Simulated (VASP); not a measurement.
# VASP 6.6.1 run: CdS

INCAR

```
LREAL = .FALSE.
LCHARG = .FALSE.
NELM = 120
SIGMA = 0.05
IBRION = -1
NSW = 0
ISMEAR = 2
LASPH = .TRUE.
EDIFF = 1E-7
GGA = PE
LWAVE = .FALSE.
ENCUT = 520
MAGMOM = 2 2
ISPIN = 2
ISIF = 2
NBANDS = 16
PREC = Accurate
```

KPOINTS

```
KPOINTS created by Atomic Simulation Environment
0
Gamma
8 8 8
0 0 0
```

POSCAR

```
Cd S
 1.0000000000000000
     0.0000000000000000    2.9979991399000001    2.8477437577000000
     2.9979991399000001    0.0000000000000000    2.8477437577000000
     2.9979991399000001    2.9979991399000001    0.0000000000000000
 Cd  S
   1   1
Cartesian
  0.0000000000000000  0.0000000000000000  0.0000000000000000
  1.4989995699500001  1.4989995699500001  1.4238718788500000
```

The recommended PBE PAW datasets give the neutral cell 18 valence electrons.

Command

```
mpirun -np 1 vasp_std
```

Q: Predict the outcome of this run.

A: It converged. Results: pressure 1.2 GPa; magnetic moment of the cell 0.00 μB.

OSZICAR

```
N       E                     dE             d eps       ncg     rms          rms(c)
DAV:   1     0.110456564165E+03    0.11046E+03   -0.92019E+03  3864   0.103E+03
DAV:   2    -0.912745575611E+00   -0.11137E+03   -0.10476E+03  4632   0.253E+02
DAV:   3    -0.516309213721E+01   -0.42503E+01   -0.42420E+01  4712   0.512E+01
DAV:   4    -0.518985955061E+01   -0.26767E-01   -0.26764E-01  4816   0.401E+00
DAV:   5    -0.519022422547E+01   -0.36467E-03   -0.36471E-03  4720   0.442E-01    0.136E+01
DAV:   6    -0.605798116400E+01   -0.86776E+00   -0.11173E+00  4840   0.115E+01    0.729E+00
DAV:   7    -0.613712779548E+01   -0.79147E-01   -0.25682E-01  3992   0.366E+00    0.419E+00
DAV:   8    -0.614045047204E+01   -0.33227E-02   -0.34006E-02  4016   0.136E+00    0.161E+00
DAV:   9    -0.613851294651E+01    0.19375E-02   -0.33763E-03  4792   0.502E-01    0.578E-01
DAV:  10    -0.613799209090E+01    0.52086E-03   -0.89746E-04  4368   0.269E-01    0.122E-01
DAV:  11    -0.613816202593E+01   -0.16994E-03   -0.11762E-04  4736   0.957E-02    0.955E-02
DAV:  12    -0.613823827970E+01   -0.76254E-04   -0.35151E-05  4648   0.425E-02    0.594E-02
DAV:  13    -0.613827445657E+01   -0.36177E-04   -0.32529E-05  4568   0.348E-02    0.119E-02
DAV:  14    -0.613827876208E+01   -0.43055E-05   -0.36123E-06  4952   0.146E-02    0.250E-03
DAV:  15    -0.613827953913E+01   -0.77706E-06   -0.84986E-07  4568   0.656E-03    0.187E-03
DAV:  16    -0.613827976693E+01   -0.22779E-06   -0.31832E-07  4704   0.373E-03    0.729E-04
DAV:  17    -0.613827977001E+01   -0.30836E-08   -0.11411E-08  3832   0.830E-04
   1 F= -.61382798E+01 E0= -.61382811E+01  d E =0.526626E-05  mag=     0.0000
```

Standard output (part)

```
POSCAR found type information on POSCAR CdS
 POSCAR found :  2 types and       2 ions
 LDA part: xc-table for (Slater+PW92), standard interpolation
 POSCAR, INCAR and KPOINTS ok, starting setup
 WAVECAR not read
 entering main loop
```

For comparison, a separate PBE run of the intended cell, on usual settings and not on those above, gives a gap of 0.99 eV on its mesh and a pressure of 1.2 GPa.
